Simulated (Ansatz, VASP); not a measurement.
# GaN: VASP beside Ansatz

The input INCAR:

```
  ALGO = Normal
  EDIFF = 1E-7
  ENCUT = 520
  GGA = PE
  ISIF = 2
  ISMEAR = 0
  LASPH = T
  LCHARG = F
  LREAL = F
  LWAVE = F
  NELM = 100
  PREC = Accurate
  SIGMA = 0.03
```

Contents of KPOINTS:

```
k-points
0
Gamma
  10 10 5
```

POSCAR

```
GaN
1.0
    3.1800000000      0.0000000000      0.0000000000
   -1.5900000000      2.7539607840      0.0000000000
    0.0000000000      0.0000000000      5.1660000000
Ga N
2 2
Direct
    0.6666666667      0.3333333333      0.5000000000
    0.3333333333      0.6666666667      0.0000000000
    0.6666666667      0.3333333333      0.8750000000
    0.3333333333      0.6666666667      0.3750000000
```

input.yaml

```yaml
crystal:
  lattice:
    - [3.18, 0.0, 0.0]
    - [-1.59, 2.753960784, 0.0]
    - [0.0, 0.0, 5.166]
  atoms:
    - { symbol: Ga, position: [0.6666666667, 0.3333333333, 0.5] }
    - { symbol: Ga, position: [0.3333333333, 0.6666666667, 0.0] }
    - { symbol: "N", position: [0.6666666667, 0.3333333333, 0.875] }
    - { symbol: "N", position: [0.3333333333, 0.6666666667, 0.375] }
hamiltonian:
  xc: pbe
  pseudopotentials: { kind: paw }
kpoints:
  mp_grid: { grid: [10, 10, 5] }
scf:
  occupations: { method: gaussian, width: 0.03 }
output:
  forces: true
  stress: true
  eigenvalues: true
```

Alike in both runs: task single point; functional PBE; k mesh 10 × 10 × 5; occupations gaussian, width 0.03 eV; no spin polarisation.

|  | VASP | Ansatz |
| --- | --- | --- |
| version | VASP 6.6.1 | Ansatz 0.2.0 |
| potentials or method | VASP PAW PBE potentials, release 64 (Ga_d, N) | Ansatz PAW |
| plane-wave cutoff (eV) | 520 | 420 |
| valence electrons in the cell | 36 | 36 |

VASP gave:

```
gap on the k mesh at the Fermi level (eV)       : 1.97
least direct gap on the mesh (eV)               : 1.97
pressure (GPa)                                  : 7.3
largest component of the traceless stress (GPa) : 1.45
rms of the force components (eV/Å)              : 0.078
```

Q: Which values does Ansatz return?

A: gap on the k mesh at the Fermi level (eV): 1.96; least direct gap on the mesh (eV): 1.96; pressure (GPa): 7.3; largest component of the traceless stress (GPa): 1.43; rms of the force components (eV/Å): 0.079.

Atom by atom the forces differ by 0.001 eV/Å (rms over components). The functional is the same, so the differences come from potentials, cutoffs and numerics.

Caveats: odd divisions of the mesh miss points on the zone boundary, where band edges often lie, so the gap on the mesh can be too wide (Ansatz); the pressure holds a Pulay correction of +0.5 GPa for the finite cutoff (Ansatz).
